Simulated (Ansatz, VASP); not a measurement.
CsBr: VASP beside Ansatz

The input INCAR:

```
SYSTEM = CsBr
PREC = Accurate
ENCUT = 520
EDIFF = 1E-7
ISMEAR = 0
SIGMA = 0.01
LREAL = .FALSE.
LASPH = .TRUE.
NELM = 60
ALGO = Fast
ISIF = 2
LWAVE = .FALSE.
LCHARG = .FALSE.
GGA = PE
NBANDS = 15
```

KPOINTS

```
regular mesh
0
G
  4 4 4
  0 0 0
```

The input POSCAR:

```
CsBr
1.0
    4.3193779700      0.0000000000      0.0000000000
    0.0000000000      4.3193779700      0.0000000000
    0.0000000000      0.0000000000      4.3193779700
Cs Br
1 1
Direct
    0.0000000000      0.0000000000      0.0000000000
    0.5000000000      0.5000000000      0.5000000000
```

Input for Ansatz:

```yaml
crystal:
  lattice:
    - [4.31937797, 0.0, 0.0]
    - [0.0, 4.31937797, 0.0]
    - [0.0, 0.0, 4.31937797]
  atoms:
    - { symbol: Cs, position: [0.0, 0.0, 0.0] }
    - { symbol: Br, position: [0.5, 0.5, 0.5] }
kpoints:
  mp_grid: { grid: [4, 4, 4] }
hamiltonian:
  xc: pbe
scf:
  occupations: { method: fixed }
  n_extra_bands: 4
output:
  forces: true
  stress: true
  eigenvalues: true
```

The cell was built by a generator and needn't be a form met in nature.

Alike in both runs: task single point; functional PBE; k mesh 4 × 4 × 4; no spin polarisation.

|  | VASP | Ansatz |
| --- | --- | --- |
| version | VASP 6.6.1 | Ansatz 0.2.0 |
| potentials or method | VASP PAW PBE potentials, release 64 (Cs_sv, Br) | plane waves, PAW |
| plane-wave cutoff (eV) | 520 | 420 |
| occupations | gaussian, width 0.01 eV | fixed |
| valence electrons in the cell | 16 | 16 |

VASP gave:

```
gap on the k mesh at the Fermi level (eV) : 4.42
pressure (GPa)                            : 0.7
```

**Question.** What did Ansatz give for the same quantities?

**Answer.** gap on the k mesh at the Fermi level (eV): 4.44; pressure (GPa): 0.7.

Caveats: spin-orbit coupling is left out, which moves the levels of the heavy elements. As with any semilocal functional, this PBE gap is likely too small.
